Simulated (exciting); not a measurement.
Runs of exciting (release sodium) on Li2O. It takes space group Fm-3m (No. 225, cubic). Conventional cell: a = 4.654 Å, b = 4.654 Å, c = 4.654 Å, α = 90.00°, β = 90.00°, γ = 90.00°. O (site symmetry m-3m) has 8 Li at 2.02 Å as nearest neighbours. Li (site symmetry -43m) is surrounded by 4 O at 2.02 Å. The cell comes from a database or a generator and needn't be the stable form of this composition.

```tsv
task	level	smearing	outputlevel	gap on the mesh (eV)
band structure	PBE	fermi-dirac 0.05 eV	high	4.96
single point	PBE	gaussian 0.011 eV	low	4.96
band structure	LDA	fermi-dirac 0.05 eV	low	4.77
band structure	PBEsol	fermi-dirac 0.05 eV	high	(a)
```

Alike in all rows: potentials or basis all-electron LAPW+lo, shipped species files, valence relativity zora; no spin polarisation; cell as given; k mesh 10 × 10 × 10; rgkmax 7.5.

Fill in the values left out.

(a) 4.80.

A k mesh can miss the band edges.
